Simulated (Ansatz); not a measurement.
Here is an Ansatz 0.2.0 calculation.

input.yaml

```yaml
crystal:
  lattice:
    - [0.0, 2.256, 2.256]
    - [2.256, 0.0, 2.256]
    - [2.256, 2.256, 0.0]
  atoms:
    - { symbol: Hf, position: [0.0, 0.0, 0.0] }
    - { symbol: "N", position: [0.5, 0.5, 0.5] }
hamiltonian:
  xc: pbe
  pseudopotentials: { kind: paw }
kpoints:
  mp_grid: { grid: [10, 10, 10] }
  band_path:
    path:
      - [[0.0, 0.0, 0.0], [0.5, 0.0, 0.5], [0.5, 0.25, 0.75], [0.375, 0.375, 0.75], [0.0, 0.0, 0.0], [0.5, 0.5, 0.5], [0.625, 0.25, 0.625], [0.5, 0.25, 0.75], [0.5, 0.5, 0.5], [0.375, 0.375, 0.75]]
      - [[0.625, 0.25, 0.625], [0.5, 0.0, 0.5]]
    npoints: 14
scf:
  occupations: { method: fermi_dirac, width: 0.05 }
  n_extra_bands: 6
output:
  forces: true
  stress: true
  eigenvalues: true
  fatbands: true
```

Potentials or basis: Ansatz PAW.

Command:

```sh
$ ansatz run input.yaml --threads 2 --pin off --max-ram 5632MiB --backend cpu --events-out ev --progress --plain --runs-dir out
```

Question: Estimate the band gap on the k mesh.

Answer: None (metal or under the smearing width).

Question: What does it give for the pressure?

Answer: 6.6 GPa.

Levels at the corners of the path, in eV from the Fermi level:
```tsv
point	band 14	band 15	band 16	band 17	band 18	band 19
Γ	-3.00	-3.00	-0.41	-0.41	-0.41	1.75
X	-3.89	-3.70	-3.70	4.07	5.50	5.50
W	-5.55	-5.55	1.09	1.09	5.51	5.51
K	-5.61	-5.01	-0.89	3.83	4.42	6.00
Γ	-3.00	-3.00	-0.41	-0.41	-0.41	1.75
L	-6.29	-6.29	3.22	3.66	3.66	4.42
U	-5.61	-5.01	-0.89	3.83	4.42	6.00
W	-5.55	-5.55	1.09	1.09	5.51	5.51
L	-6.29	-6.29	3.22	3.66	3.66	4.42
K	-5.61	-5.01	-0.89	3.83	4.42	6.00
U	-5.61	-5.01	-0.89	3.83	4.42	6.00
X	-3.89	-3.70	-3.70	4.07	5.50	5.50
```

Caveat: the pressure holds a Pulay correction of +0.5 GPa for the finite cutoff; spin-orbit coupling is left out, which moves the levels of the heavy elements.
